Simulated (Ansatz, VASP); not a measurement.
**ZrC: VASP beside Ansatz**

INCAR

```
SYSTEM = ZrC
PREC = Accurate ; ENCUT = 520
EDIFF = 1E-6 ; ISMEAR = 0
SIGMA = 0.1 ; LREAL = .FALSE.
LASPH = .TRUE. ; NELM = 80
ALGO = Normal ; ISIF = 2
LWAVE = .FALSE. ; LCHARG = .FALSE.
GGA = PE ; NBANDS = 15
```

KPOINTS

```
regular mesh
0
G
  6 6 6
  0 0 0
```

POSCAR

```
ZrC
1.0
    3.0561114900      0.0000000000      0.0000000000
   -1.5280557400      2.6466701800      0.0000000000
    0.0000000000      0.0000000000      2.9752619200
Zr C
1 1
Direct
    0.0000000000      0.0000000000      0.0000000000
    0.6666666700      0.3333333300      0.5000000000
```

Input for Ansatz:

```yaml
crystal:
  lattice:
    - [3.05611149, 0.0, 0.0]
    - [-1.52805574, 2.64667018, 0.0]
    - [0.0, 0.0, 2.97526192]
  atoms:
    - { symbol: Zr, position: [0.0, 0.0, 0.0] }
    - { symbol: C, position: [0.66666667, 0.33333333, 0.5] }
basis:
  ecutwfc: 420
kpoints:
  mp_grid: { grid: [6, 6, 6] }
hamiltonian:
  xc: pbe
scf:
  occupations: { method: gaussian, width: 0.1 }
  lower_state_search: "off"
output:
  forces: true
  stress: true
  eigenvalues: true
```

Change from the starting cell: species swapped into the WC type (P-6m2, No. 187).

Alike in both runs: task single point; functional PBE; k mesh 6 × 6 × 6; occupations gaussian, width 0.1 eV; no spin polarisation.

|  | VASP | Ansatz |
| --- | --- | --- |
| version | VASP 6.6.1 | Ansatz 0.2.0 |
| potentials or method | VASP PAW PBE potentials, release 64 (Zr_sv, C) | scalar-relativistic, plane waves, PAW |
| plane-wave cutoff (eV) | 520 | 420 |
| valence electrons in the cell | 16 | 16 |

VASP gave:

```
gap on the k mesh at the Fermi level (eV)       : none
pressure (GPa)                                  : 26.8
largest component of the traceless stress (GPa) : 20.87
```

Problem. Which values does Ansatz return?

Solution. gap on the k mesh at the Fermi level (eV): none; pressure (GPa): 26.5; largest component of the traceless stress (GPa): 20.89.

A gap of «none» marks a metal or a gap that the smearing closes.

Caveats: the k mesh is coarse (spacing up to 0.40 Å⁻¹), so the values aren't converged; so large a pressure means that the cell lies far from this level's equilibrium, or that cutoff or potentials fall short (VASP).
